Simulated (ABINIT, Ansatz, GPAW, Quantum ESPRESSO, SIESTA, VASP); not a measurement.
## CdTe: 7 runs at one level of theory

```
Te Cd
1.0
     0.00000    3.20500    3.20500
     3.20500    0.00000    3.20500
     3.20500    3.20500    0.00000
Te Cd
1 1
Direct
  0.75000 0.75000 0.75000
  0.00000 0.00000 0.00000
```

Alike in all runs: task single point; functional PBE; k mesh 7 × 7 × 7; occupations fermi-dirac, width 0.05 eV; no spin polarisation; no spin-orbit coupling. Pressure is positive in compression and, in plane waves, holds the error of the finite cutoff, which Ansatz's Pulay term estimates and takes out.

```tsv
program and potentials	plane-wave cutoff (eV)	notes	pressure (GPa)
SIESTA, files PseudoDojo sr-pbe-0.4.1-standard, DZP (energy shift 0.003 Ry; two zetas on semicore shells)	-	atomic basis; 18 valence electrons an atom on average	4.01
Ansatz, all-electron LAPW, scalar-relativistic	-	-	4.26
ABINIT, JTH PAW PBE v2.0	599	9 valence electrons an atom on average	3.43
VASP, PBE PAW files Cd, Te, 520 eV	520	9 valence electrons an atom on average	4.40
Quantum ESPRESSO, SSSP 1.3 efficiency PBE	816	9 valence electrons an atom on average	4.40
Ansatz, Ansatz PAW (earlier soft set)	420	18 valence electrons an atom on average; Pulay term of +0.03 GPa included	4.25
GPAW, GPAW PAW data sets (gpaw-data 1.2.1)	600	9 valence electrons an atom on average	?
```

Task: Estimate from the other rows what the run with GPAW, GPAW PAW data sets (gpaw-data 1.2.1) gave.

Result: Pressure 3.81 GPa. The other rows, which needn't bracket it: pressure 3.43 to 4.40.
